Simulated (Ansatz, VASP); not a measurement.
**Two plane-wave programs on Nb**

```
Nb
1.0
     0.00000    2.08404    2.08404
     2.08404    0.00000    2.08404
     2.08404    2.08404    0.00000
Nb
1
Direct
  0.00000 0.00000 0.00000
```

Alike in both runs: task single point; functional PBE; k mesh 18 × 18 × 18; occupations gaussian, width 0.1 eV; no spin polarisation.

|  | VASP | Ansatz |
| --- | --- | --- |
| version | VASP 6.6.1 | Ansatz 0.2.0 |
| potentials or method | VASP PAW PBE potentials, release 64 (Nb_sv) | scalar-relativistic, plane waves, PAW |
| plane-wave cutoff (eV) | 520 | 420 |
| valence electrons in the cell | 13 | 13 |

```tsv
	VASP	Ansatz	Ansatz less VASP
gap on the k mesh at the Fermi level (eV)	none	none	-
pressure (GPa)	5.9	6.3	+0.33
```

A gap of «none» marks a metal or a gap that the smearing closes.
